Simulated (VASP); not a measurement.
# SnSe (Pnma) in VASP: notebook

Runs on SnSe. Level: PBE+D3(BJ). Tasks: relaxation of cell and atoms.

All numbers are computed with VASP 6.6.1; they aren't measurements. Logs are shortened: lines on timing, memory, paths and dates and some standing lists are left out, and cuts for length are marked.

## 1. The crystal as given

It takes space group Pnma (No. 62, orthorhombic). Conventional cell: a = 11.420 Å, b = 4.190 Å, c = 4.460 Å, α = 90.00°, β = 90.00°, γ = 90.00°. Around Sn (site symmetry m) lie 3 Se at 2.69 to 2.83 Å. Se (site symmetry m) has 3 Sn at 2.69 to 2.83 Å as nearest neighbours.

## 2. Relaxation of cell and atoms, PBE+D3(BJ)

File INCAR:

```
ALGO = Normal
EDIFF = 1E-6
EDIFFG = -0.01
ENCUT = 600
GGA = PE
IBRION = 2
ISIF = 3
ISMEAR = 0
IVDW = 12
KPAR = 4
LASPH = T
LCHARG = F
LREAL = F
LWAVE = F
NELM = 80
NSW = 90
PREC = Accurate
SIGMA = 0.03
```

File KPOINTS:

```
k-points
0
Gamma
  4 8 8
```

File POSCAR:

```
SnSe
1.0
   11.4200000000      0.0000000000      0.0000000000
    0.0000000000      4.1900000000      0.0000000000
    0.0000000000      0.0000000000      4.4600000000
Sn Se
4 4
Direct
    0.1230000000      0.2500000000      0.0910000000
    0.3770000000      0.7500000000      0.5910000000
    0.6230000000      0.2500000000      0.4090000000
    0.8770000000      0.7500000000      0.9090000000
    0.3570000000      0.2500000000      0.0160000000
    0.1430000000      0.7500000000      0.5160000000
    0.8570000000      0.2500000000      0.4840000000
    0.6430000000      0.7500000000      0.9840000000
```

Potentials or basis: VASP PAW PBE potentials, release 64 (Sn_d, Se).

Run with:

```console
$ cat potpaw_PBE.64/Sn_d/POTCAR potpaw_PBE.64/Se/POTCAR > POTCAR
$ mpirun -np 4 vasp_std > vasp.out
```

OUTCAR:

```text
EDIFF = 1E-6
   EDIFFG = -0.01
   ENCUT = 600
   GGA = PE
   IBRION = 2
   ISIF = 3
   ISMEAR = 0
   IVDW = 12
   LASPH = T
   LREAL = F
   NELM = 80
   NSW = 90
   PREC = Accurate
 IVDW          = 12

 ion  position               nearest neighbor table
   1  0.123  0.250  0.091-   5 2.69   6 2.83   6 2.83   4 3.60   4 3.60
   2  0.377  0.750  0.591-   6 2.69   5 2.83   5 2.83   3 3.60   3 3.60
   3  0.623  0.250  0.409-   7 2.69   8 2.83   8 2.83   2 3.60   2 3.60
   4  0.877  0.750  0.909-   8 2.69   7 2.83   7 2.83   1 3.60   1 3.60
   5  0.357  0.250  0.016-   1 2.69   2 2.83   2 2.83
   6  0.143  0.750  0.516-   2 2.69   1 2.83   1 2.83
   7  0.857  0.250  0.484-   3 2.69   4 2.83   4 2.83
   8  0.643  0.750  0.984-   4 2.69   3 2.83   3 2.83

  LATTYP: Found a simple orthorhombic cell.
 ALAT       =     4.1900000000
 B/A-ratio  =     1.0644391408
 C/A-ratio  =     2.7255369928

  Lattice vectors:

 A1 = (   0.0000000000,   4.1900000000,   0.0000000000)
 A2 = (   0.0000000000,   0.0000000000,   4.4600000000)
 A3 = (  11.4200000000,   0.0000000000,   0.0000000000)

Analysis of symmetry for initial positions (statically):
=====================================================================
 Subroutine PRICEL returns:
 Original cell was already a primitive cell.

 Routine SETGRP: Setting up the symmetry group for a
 simple orthorhombic supercell.

 Subroutine GETGRP returns: Found  8 space group operations
 (whereof  2 operations were pure point group operations)
 out of a pool of  8 trial point group operations.

The static configuration has the point symmetry S_2 .
 The point group associated with its full space group is D_2h.

Analysis of symmetry for dynamics (positions and initial velocities):
=====================================================================
 Subroutine PRICEL returns:
 Original cell was already a primitive cell.

 Routine SETGRP: Setting up the symmetry group for a
 simple orthorhombic supercell.

 Subroutine GETGRP returns: Found  8 space group operations
 (whereof  2 operations were pure point group operations)
 out of a pool of  8 trial point group operations.

The dynamic configuration has the point symmetry S_2 .
 The point group associated with its full space group is D_2h.

 Subroutine INISYM returns: Found  8 space group operations
 (whereof  2 operations are pure point group operations),
 and found     1 'primitive' translations

----------------------------------------------------------------------------------------

                                     Primitive cell

  volume of cell :     213.4101

  direct lattice vectors                    reciprocal lattice vectors
    11.420000000  0.000000000  0.000000000     0.087565674  0.000000000  0.000000000
     0.000000000  4.190000000  0.000000000     0.000000000  0.238663484  0.000000000
     0.000000000  0.000000000  4.460000000     0.000000000  0.000000000  0.224215247

  length of vectors
    11.420000000  4.190000000  4.460000000     0.087565674  0.238663484  0.224215247

  position of ions in fractional coordinates (direct lattice)
     0.123000000  0.250000000  0.091000000
     0.377000000  0.750000000  0.591000000
     0.623000000  0.250000000  0.409000000
     0.877000000  0.750000000  0.909000000
     0.357000000  0.250000000  0.016000000
     0.143000000  0.750000000  0.516000000
     0.857000000  0.250000000  0.484000000
     0.643000000  0.750000000  0.984000000

  ion indices of the primitive-cell ions
   primitive index   ion index
                 1           1
                 2           2
                 3           3
                 4           4
                 5           5
                 6           6
                 7           7
                 8           8

----------------------------------------------------------------------------------------

 KPOINTS: k-points

Automatic generation of k-mesh.
 Grid dimensions read from file:
 generate k-points for:    4    8    8

 Generating k-lattice:

  Cartesian coordinates                     Fractional coordinates (reciprocal lattice)
     0.021891419  0.000000000  0.000000000     0.250000000  0.000000000  0.000000000
     0.000000000  0.029832936  0.000000000     0.000000000  0.125000000  0.000000000
     0.000000000  0.000000000  0.028026906     0.000000000  0.000000000  0.125000000

  Length of vectors
     0.021891419  0.029832936  0.028026906

  Shift w.r.t. Gamma in fractional coordinates (k-lattice)
     0.000000000  0.000000000  0.000000000

 Subroutine IBZKPT returns following result:
 ===========================================

 Found     75 irreducible k-points:

 Following reciprocal coordinates:
            Coordinates               Weight
  0.000000  0.000000  0.000000      1.000000
  0.250000  0.000000  0.000000      2.000000
  0.500000  0.000000  0.000000      1.000000
  0.000000  0.125000  0.000000      2.000000
  0.250000  0.125000  0.000000      4.000000
  0.500000  0.125000  0.000000      2.000000
[... 16 lines left out ...]
  0.250000  0.250000  0.125000      8.000000
  0.500000  0.250000  0.125000      4.000000
 [... further k-points ...]
   k-points           NKPTS =     75   k-points in BZ     NKDIM =     75   number of bands    NBANDS=     48
   number of dos      NEDOS =    301   number of ions     NIONS =      8
   total plane-waves  NPLWV = 124416
   dimension x,y,z NGX =    96 NGY =   36 NGZ =   36
   dimension x,y,z NGXF=   192 NGYF=   72 NGZF=   72
   ions per type =               4   4
   NGX,Y,Z   is equivalent  to a cutoff of  13.98, 14.28, 13.42 a.u.
   NGXF,Y,Z  is equivalent  to a cutoff of  27.95, 28.57, 26.84 a.u.
 SYSTEM =  unknown system
   PREC   = accura    normal or accurate (medium, high low for compatibility)
   ISTART =      0    job   : 0-new  1-cont  2-samecut
   ICHARG =      2    charge: 1-file 2-atom 10-const
   ISPIN  =      1    spin polarized calculation?
   LNONCOLLINEAR =      F non collinear calculations
   LSORBIT =      F    spin-orbit coupling
   LASPH  =      T    aspherical Exc in radial PAW
   ENCUT  =  600.0 eV  44.10 Ry    6.64 a.u.  22.81  8.37  8.91*2*pi/ulx,y,z
   NELM   =     80;   NELMIN=  2; NELMDL= -5     # of ELM steps
   EDIFF  = 0.1E-05   stopping-criterion for ELM
   LREAL  =      F    real-space projection
   EDIFFG = -.1E-01   stopping-criterion for IOM
   NSW    =     90    number of steps for IOM
   IBRION =      2    ionic relax: 0-MD 1-quasi-New 2-CG
   NFREE  =      1    steps in history (QN), initial steepest desc. (CG)
   ISIF   =      3    stress and relaxation
   ISYM   =      2    0-nonsym 1-usesym 2-fastsym
   POTIM  = 0.5000    time-step for ionic-motion
   TEBEG  =    0.0;   TEEND  =   0.0 temperature during run
   PSTRESS=    0.0 pullay stress
   NELECT =      80.0000    total number of electrons
   NUPDOWN=      -1.0000    fix difference up-down
   EMIN   =  10.00;   EMAX   =-10.00  energy-range for DOS
   EFERMI =   0.00;   METHOD = LEGACY
   ISMEAR =     0;   SIGMA  =   0.03  broadening in eV -4-tet -1-fermi 0-gaus
   EFERMI_NEDOS =   21; number of points for ismear=-14 and -15
   IALGO  =     38    algorithm
   IMIX   =      4    mixing-type and parameters
     AMIX     =   0.40;   BMIX     =  1.00
     AMIX_MAG =   1.60;   BMIX_MAG =  1.00
  volume/ion in A,a.u.               =      26.68       180.02
  Fermi-wavevector in a.u.,A,eV,Ry     =   1.180411  2.230653 18.957944  1.393370
  Thomas-Fermi vector in A             =   2.316704
   LORBIT       =      0    0 simple, 1 ext, 2 COOP (PROOUT), +10 PAW based schemes
   GGA     = PE    functional components
   LHFCALC =     F    Hartree Fock is set to
   AEXX    =    0.0000 exact exchange contribution
   IVDW    =    12    specifies the selected vdW correction
   LEPSILON=     F    determine dielectric tensor
   LRPA    =     F    only Hartree local field effects (RPA)
 conjugate gradient relaxation of ions
 non-spin polarized calculation
 Gauss-broadening in eV      SIGMA  =   0.03
  energy-cutoff  :      600.00
  volume of cell :      213.41
 maximum number of plane-waves:      7156
 NGX is ok and might be reduce to    96
   NGX = 45   NGY = 17   NGZ = 17

--------------------------------------- Ionic step        1  -------------------------------------------

 number of electron      79.9999997 magnetization

 Free energy of the ion-electron system (eV)
  ---------------------------------------------------
  ext. energy  EPLUGINS =         0.00000000
  ---------------------------------------------------
  free energy    TOTEN  =       -32.77518741 eV

  energy without entropy =      -32.77518741  energy(sigma->0) =      -32.77518741

------------------------ aborting loop because EDIFF is reached ----------------------------------------

 Edisp (eV)   -2.89966

 E8    (eV) :    -1.3085

  FORCE on cell =-STRESS in cart. coord.  units (eV):
  Direction    XX          YY          ZZ          XY          YZ          ZX
  --------------------------------------------------------------------------------------
  -------------------------------------------------------------------------------------
  Total       2.74169    -0.76484    -1.03115     0.00000    -0.00000     0.00000
  in kB      20.58326    -5.74203    -7.74133     0.00000    -0.00000     0.00000
  external pressure =        2.37 kB  Pullay stress =        0.00 kB
[... 115 lines left out ...]
  FREE ENERGIE OF THE ION-ELECTRON SYSTEM (eV)
  ---------------------------------------------------
  free  energy   TOTEN  =       -35.7136809388 eV

  energy  without entropy=      -35.7136809388  energy(sigma->0) =      -35.71368094

[... ionic steps 4 to 15 ...]

--------------------------------------- Ionic step       16  -------------------------------------------

 number of electron      79.9999992 magnetization

------------------------ aborting loop because EDIFF is reached ----------------------------------------

 Edisp (eV)   -2.94890

 E8    (eV) :    -1.3302
[... 81 lines left out ...]
  energy  without entropy=      -35.7313834519  energy(sigma->0) =      -35.73138345

--------------------------------------- Ionic step       18  -------------------------------------------

 number of electron      79.9999990 magnetization

 Free energy of the ion-electron system (eV)
  ---------------------------------------------------
  ext. energy  EPLUGINS =         0.00000000
  ---------------------------------------------------
  free energy    TOTEN  =       -32.78205656 eV

  energy without entropy =      -32.78205656  energy(sigma->0) =      -32.78205656

 E-fermi :   5.8380     XC(G=0):  -9.7976

 val. band max:        5.6631495930   @ k =   0.0000   0.0000   0.3750
 cond. band min:       6.1881017056   @ k =   0.0000   0.0000   0.0000
 fundamental gap:      0.5249521126
 Fermi energy:         5.8380236631

 k-point     1 :       0.0000    0.0000    0.0000
  band No.  band energies     occupation
      1     -15.7329      2.00000
      2     -15.7228      2.00000
      3     -15.7193      2.00000
      4     -15.7179      2.00000
      5     -15.7159      2.00000
      6     -15.7122      2.00000
[... 1213 lines left out ...]
     47       8.9227      0.00000
     48       8.9227      0.00000

 [... further k-points ...]

------------------------ aborting loop because EDIFF is reached ----------------------------------------

 Edisp (eV)   -2.94938

 E8    (eV) :    -1.3304

  FORCE on cell =-STRESS in cart. coord.  units (eV):
  Direction    XX          YY          ZZ          XY          YZ          ZX
  --------------------------------------------------------------------------------------
  -------------------------------------------------------------------------------------
  Total       0.00297    -0.03843    -0.01126     0.00000     0.00000     0.00000
  in kB       0.02266    -0.29341    -0.08597     0.00000     0.00000     0.00000
  external pressure =       -0.12 kB  Pullay stress =        0.00 kB
[... 23 lines left out ...]
  FREE ENERGIE OF THE ION-ELECTRON SYSTEM (eV)
  ---------------------------------------------------
  free  energy   TOTEN  =       -35.7314363446 eV

  energy  without entropy=      -35.7314363446  energy(sigma->0) =      -35.73143634

 reached required accuracy - stopping structural energy minimisation
```

Run time: 27 min. Hardware: 4 MPI ranks of Intel Xeon 6975P-C (Granite Rapids), shared host; peak memory 0.88 GiB.

Results:

| Quantity | Value |
| --- | --- |
| Free energy | -35.7314 eV |
| Relaxed volume | 26.23 Å³/atom |
| Relaxed cell | a = 11.495 Å, b = 4.177 Å, c = 4.370 Å, α = 90.00°, β = 90.00°, γ = 90.00° |
| Space group after relaxing (to 0.05 Å) | Pnma (No. 62) |
| Energy gained by relaxing | 7.1 meV/atom |
| Ionic steps | 18 |
| Pressure after relaxing | 0.0 GPa |
| Largest force after relaxing | 0.009 eV/Å |
| Band gap on the k mesh | 0.53 eV, indirect (least direct gap 0.81 eV) |
| Dispersion energy per atom | -0.369 eV |

Forces on the atoms (eV/Å):
```
Sn  -0.007  0.000  0.006
Sn   0.007  0.000  0.006
Sn  -0.007  0.000 -0.006
Sn   0.007  0.000 -0.006
Se   0.001  0.000  0.002
Se  -0.001  0.000  0.002
Se   0.001  0.000 -0.002
Se  -0.001  0.000 -0.002
```

Step by step:
| step | energy change (eV) | largest force (eV/Å) | pressure (GPa) | volume (Å³) |
| --- | --- | --- | --- | --- |
| 1 | 0.0000 | 0.3326 | 0.24 | 213.41 |
| 2 | -0.0384 | 0.0662 | -0.48 | 214.60 |
| 3 | -0.0388 | 0.0889 | -0.43 | 214.48 |
| 4 | -0.0446 | 0.1063 | -0.05 | 212.42 |
| 5 | -0.0459 | 0.1207 | 0.23 | 210.93 |
| 6 | -0.0504 | 0.0911 | 0.19 | 210.47 |
| 7 | -0.0554 | 0.0199 | 0.08 | 209.10 |
| 8 | -0.0555 | 0.0183 | 0.08 | 209.27 |
| 9 | -0.0559 | 0.0287 | -0.01 | 209.72 |
| 10 | -0.0559 | 0.0332 | -0.07 | 209.91 |
| 11 | -0.0559 | 0.0314 | -0.05 | 209.84 |
| 12 | -0.0562 | 0.0247 | -0.04 | 209.83 |
| 13 | -0.0564 | 0.0174 | -0.01 | 209.83 |
| 14 | -0.0563 | 0.0160 | 0.04 | 209.82 |
| 15 | -0.0564 | 0.0144 | 0.01 | 209.83 |
| 16 | -0.0565 | 0.0110 | -0.01 | 209.88 |
| 17 | -0.0565 | 0.0102 | -0.01 | 209.88 |
| 18 | -0.0566 | 0.0091 | -0.01 | 209.84 |

Final structure:
```
Sn Se
1.0
    11.49512    0.00000    0.00000
     0.00000    4.17702    0.00000
     0.00000    0.00000    4.37037
Sn Se
4 4
Cartesian
  1.3605 1.0443 0.3900
  4.3871 3.1328 2.5752
  7.1080 1.0443 1.7952
  10.1346 3.1328 3.9804
  4.1075 1.0443 0.0897
  1.6401 3.1328 2.2748
  9.8550 1.0443 2.0955
  7.3877 3.1328 4.2807
```

Levels at points of the mesh, in eV from the valence-band top:
```tsv
k point	band 37	band 38	band 39	band 40	band 41	band 42	band 43	band 44
(0.00, 0.00, 0.00)	-1.64	-1.34	-0.73	-0.59	0.53	3.00	3.15	3.17
(0.50, 0.00, 0.00)	-1.94	-1.94	-0.61	-0.61	2.55	2.55	2.79	2.79
(0.00, 0.50, 0.00)	-1.02	-1.02	-0.63	-0.63	0.92	0.92	1.39	1.39
(0.50, 0.50, 0.00)	-0.91	-0.91	-0.91	-0.91	1.41	1.41	1.41	1.41
(0.00, 0.00, 0.50)	-0.78	-0.78	-0.27	-0.27	1.21	1.21	1.41	1.41
(0.50, 0.00, 0.50)	-0.46	-0.46	-0.24	-0.24	1.15	1.15	1.47	1.47
(0.00, 0.50, 0.50)	-2.34	-2.34	-1.56	-1.56	2.62	2.62	3.00	3.00
(0.50, 0.50, 0.50)	-1.62	-1.62	-1.62	-1.62	2.40	2.40	2.40	2.40
```

Caveat: spin-orbit coupling is left out, which moves the levels of the heavy elements.

[end of part 1 of 2]
